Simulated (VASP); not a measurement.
# H₂Te, self-consistent run: which settings are enough?

H₂Te, molecule in box, 3 atoms in the cell. SCAN; PAW potentials Te, H (PBE set). VASP 6.6.1.

Wanted: energy within 1 meV/atom.

What the run is for: comparing ways to reach the ground state; Accuracy asked: standard.

POSCAR:
```
TeH2
1.0
   11.0000000000      0.0000000000      0.0000000000
    0.0000000000     11.0000000000      0.0000000000
    0.0000000000      0.0000000000     10.0000000000
Te H
1 2
Direct
    0.5657545500      0.4415863600      0.5429100000
    0.5360000000      0.5891500000      0.5436200000
    0.4366090900      0.4146681800      0.4631800000
```

## Way to the ground state (with a PBE run first, the time holds both)

| Way to the ground state (with a PBE run first, the time holds both) | Energy less reference (meV/atom) | Time (s) |
|---|---|---|
| PBE orbitals, then all bands at once (ALGO All, ISEARCH 1): 22 + 15 SCF iterations | 0.0 | 294 |
| plain run (ALGO Normal): 36 SCF iterations | 0.0 | 350 |
| PBE orbitals, then ALGO Normal: 22 + 27 SCF iterations | 0.0 | 318 |
| ALGO Fast: 50 SCF iterations | 0.0 | 544 |
| all bands at once from scratch: 17 SCF iterations | 0.0 | 235 |
| PBE orbitals, then damped steps (TIME 0.2): 22 + 19 SCF iterations | 0.0 | 228 |
| PBE orbitals, then damped steps (TIME 0.5): 22 + 16 SCF iterations | 0.0 | 193 |
| linear mixing: 25 SCF iterations | 0.0 | 214 |
| slow linear mixing: 52 SCF iterations | 0.0 | 564 |
| more empty bands: 40 SCF iterations | 0.0 | 452 |
| kinetic-energy density not mixed (LMIXTAU F): 25 SCF iterations | 0.0 | 216 |

Chosen: PBE orbitals, then damped steps (TIME 0.5): 22 + 16 SCF iterations, the fastest of those that reach the lowest result within the tolerance.

## The input

INCAR.step1:
```
  ISMEAR = 0
  SIGMA = 0.03
  LWAVE = T
  LCHARG = T
  ISIF = 0
  NELM = 100
  ALGO = Normal
  PREC = Accurate
  LASPH = T
  LREAL = F
  EDIFF = 1E-5
  GGA_COMPAT = F
  ENCUT = 440
  EFERMI = MIDGAP
  NELMDL = -8
  GGA = PE
```

INCAR.step2:
```
  METAGGA = SCAN
  ISMEAR = 0
  SIGMA = 0.03
  LWAVE = F
  LCHARG = F
  ISIF = 0
  NELM = 100
  ALGO = Damped
  PREC = Accurate
  LASPH = T
  LREAL = F
  EDIFF = 1E-6
  GGA_COMPAT = F
  ENCUT = 440
  EFERMI = MIDGAP
  NELMDL = -8
  LMIXTAU = T
  ISTART = 1
  TIME = 0.5
```

KPOINTS:
```
k-points
0
Gamma
  1 1 1
```

Commands (each step's output is kept before the next begins):
```
cat potpaw_PBE.64/Te/POTCAR potpaw_PBE.64/H/POTCAR > POTCAR
cp INCAR.step1 INCAR
mpirun -np 1 vasp_gam > vasp.out
cp INCAR.step2 INCAR
mpirun -np 1 vasp_gam > vasp.out
```

The chosen input took VASP 6.6.1 193 s on 1 core (Intel Xeon Platinum 8175M @ 2.50GHz (Skylake/Cascade Lake)), a shared host.
